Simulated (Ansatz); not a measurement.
Input and command of a plane-wave DFT calculation in Ansatz:

```yaml
crystal:
  lattice:
    - [0.0, 0.0, 2.7987936544]
    - [4.5152900637, 0.0, 0.0]
    - [0.0, 7.8207118012, 0.0]
  atoms:
    - { symbol: Ti, position: [0.0, -0.0442939428, 0.0] }
    - { symbol: Ti, position: [0.0, 0.5442939428, 0.5] }
    - { symbol: Ti, position: [0.5, 0.0179664334, 0.3333333333] }
    - { symbol: Ti, position: [0.5, 0.4820335666, 0.8333333333] }
    - { symbol: Ti, position: [0.5, 0.4820335666, 0.1666666667] }
    - { symbol: Ti, position: [0.5, 1.0179664334, 0.6666666667] }
basis:
  ecutwfc: 420
kpoints:
  mp_grid: { grid: [18, 10, 6] }
hamiltonian:
  xc: pbesol
scf:
  occupations: { method: gaussian, width: 0.15 }
output:
  forces: true
  stress: true
  eigenvalues: true
```

```bash
ansatz run input.yaml --threads 2 --pin off --max-ram 5120MiB --backend cpu --events-out ev --progress --plain --runs-dir out
```

Processor: AMD EPYC (Zen 3), 2 threads, on a host shared with other jobs.

Q: How long does it run, and how much memory does it take?

A: About 44 s on 2 threads of AMD EPYC (Zen 3), with other jobs on the host, peak memory 0.93 GiB. It solves 44 bands at 240 k points (the mesh reduced by symmetry) with about 1921 plane waves, in 7 SCF iterations.
